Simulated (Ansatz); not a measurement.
**SiO2: field gradients at two levels of theory**

Cell: an entry of the Crystallography Open Database (COD; perhaps a calculated or model structure), ions relaxed with PBE at fixed cell.

```
Si O
1.0
     4.93290    0.00000    0.00000
     0.00000    4.93290    0.00000
     0.00000    0.00000    6.46450
Si O
4 8
Direct
  0.81690 0.81690 0.50000
  0.68310 0.31690 0.25000
  0.18310 0.18310 0.00000
  0.31690 0.68310 0.75000
  0.26926 0.36366 0.79999
  0.13634 0.76926 0.54999
  0.73074 0.63634 0.29999
  0.86366 0.23074 0.04999
  0.76926 0.13634 0.45001
  0.63634 0.73074 0.70001
  0.23074 0.86366 0.95001
  0.36366 0.26926 0.20001
```

Sites (sets of like atoms) are named by element and the number of their first atom in this list.

First run. The numbers come from a DFT calculation in Ansatz (PBE, plane waves and PAW, scalar-relativistic, 420 eV cutoff, Γ-centred 4×4×3 k-points, Fermi–Dirac smearing 0.02 eV).

```csv
site,atom,V_zz (10²¹ V/m²),η
Si,1,0.60,0.06
O,5,9.06,0.32
```

Second run. The same atoms and settings, except that the functional is r2SCAN and the cutoff is 500 eV.

**Question.** Given the first result, estimate the second.

**Answer.** 

```csv
site,atom,V_zz,η,change of V_zz
Si,1,0.57,0.05,-0.03
O,5,8.94,0.32,-0.12
```

The largest change of V_zz is on O, from 9.06 to 8.94. In per cent, |V_zz| changes by -5 on Si, -1 on O (all sites that start above 0.5).

The cell is 8 % smaller than that of α-cristobalite at ambient conditions, so the entry probably stands for a crystal under pressure.
For the second run: The largest force is 0.3 eV/Å, so the atoms aren't at the calculated equilibrium and relaxing them would move these values.
